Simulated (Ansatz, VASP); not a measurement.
## SnO2 in VASP and in Ansatz

```
Sn O
1.0
     0.00000    2.53347    2.53347
     2.53347    0.00000    2.53347
     2.53347    2.53347    0.00000
Sn O
1 2
Direct
  0.00000 0.00000 0.00000
  0.25000 0.25000 0.25000
  0.75000 0.75000 0.75000
```

Alike in both runs: task single point; functional r2SCAN; k mesh 8 × 8 × 8; no spin polarisation.

```csv
,VASP,Ansatz
version,VASP 6.6.1,Ansatz 0.2.0
potentials or method,"VASP PAW PBE potentials, release 64 (Sn_d, O)","plane waves, PAW"
plane-wave cutoff (eV),520,500
occupations,"gaussian, width 0.01 eV",fixed
valence electrons in the cell,26,26
```

Ansatz gave:

| Item | Value |
| --- | --- |
| gap on the k mesh at the Fermi level (eV) | 0.84 |
| pressure (GPa) | 0.0 |

What did VASP give for the same quantities?

gap on the k mesh at the Fermi level (eV): 0.86; pressure (GPa): 1.4.

Caveats: the PAW data sets were made with another functional, which shifts forces and pressure a little (VASP); spin-orbit coupling is left out, which moves the levels of the heavy elements. A k mesh can miss the band edges.
